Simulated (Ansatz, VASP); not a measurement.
Given: the input of a run of VASP 6.6.1 on BN. The cell is a database's computed one, not the measured one.

The input INCAR:

```
ALGO = Normal ; EDIFF = 1E-7
EDIFFG = -0.01 ; ENCUT = 600
IBRION = 2 ; ISIF = 3
ISMEAR = -1 ; LASPH = T
LCHARG = F ; LMIXTAU = T
LREAL = F ; LWAVE = F
METAGGA = R2SCAN ; NELM = 100
NSW = 40 ; PREC = Accurate
SIGMA = 0.05
```

KPOINTS

```
k-points
0
Gamma
  13 13 13
```

POSCAR

```
BN
1.0
    0.0000000000      1.8130010000      1.8130010000
    1.8130010000      0.0000000000      1.8130010000
    1.8130010000      1.8130010000      0.0000000000
N B
1 1
Direct
    0.2500000000      0.2500000000      0.2500000000
    0.0000000000      0.0000000000      0.0000000000
```

Potentials or basis: VASP PAW PBE potentials, release 64 (N, B).

The run is started by

```sh
$ cat potpaw_PBE.64/N/POTCAR potpaw_PBE.64/B/POTCAR > POTCAR
$ mpirun -np 1 vasp_std > vasp.out
```

Problem. Translate it to Ansatz 0.2.0. Potentials or basis there: Ansatz PAW, cutoff 500 eV.

Solution. As run (cutoffs and basis follow the program's own potentials, and thresholds, step limits or extra output files can differ):

The input input.yaml:

```yaml
crystal:
  lattice:
    - [0.0, 1.813001, 1.813001]
    - [1.813001, 0.0, 1.813001]
    - [1.813001, 1.813001, 0.0]
  atoms:
    - { symbol: "N", position: [0.25, 0.25, 0.25] }
    - { symbol: B, position: [0.0, 0.0, 0.0] }
hamiltonian:
  xc: r2scan
  pseudopotentials: { kind: paw }
kpoints:
  mp_grid: { grid: [13, 13, 13] }
scf:
  occupations: { method: fermi_dirac, width: 0.05 }
output:
  forces: true
  stress: true
  eigenvalues: true
relax:
  f_tol: 0.01
  max_steps: 40
  cell: { stress_tol: 0.05 }
```

Potentials or basis: Ansatz PAW.

Launch:

```console
$ ansatz run input.yaml --threads 1 --pin off --max-ram 3584MiB --backend cpu --events-out ev --progress --plain --runs-dir out
```

Both were run:

|  | VASP | Ansatz |
| --- | --- | --- |
| Relaxed volume | 5.90 Å³/atom | 5.88 Å³/atom |
| Relaxed cell | a = 2.555 Å, b = 2.555 Å, c = 2.555 Å, α = 60.00°, β = 60.00°, γ = 60.00° | a = 2.552 Å, b = 2.552 Å, c = 2.552 Å, α = 60.00°, β = 60.00°, γ = 60.00° |
| Space group after relaxing | F-43m (No. 216) | F-43m (No. 216) |
| Pressure after relaxing | 0.0 GPa | 0.0 GPa |

Ansatz's pressure holds a Pulay term of +0.07 GPa for its cutoff of 500 eV, which the other run lacks.

VASP's potentials were made for PBE. Ansatz's potentials were made for PBE.

Where Ansatz's input types no cutoff or centring, it takes its own default and a Γ-centred mesh.

Pressure is positive in compression.
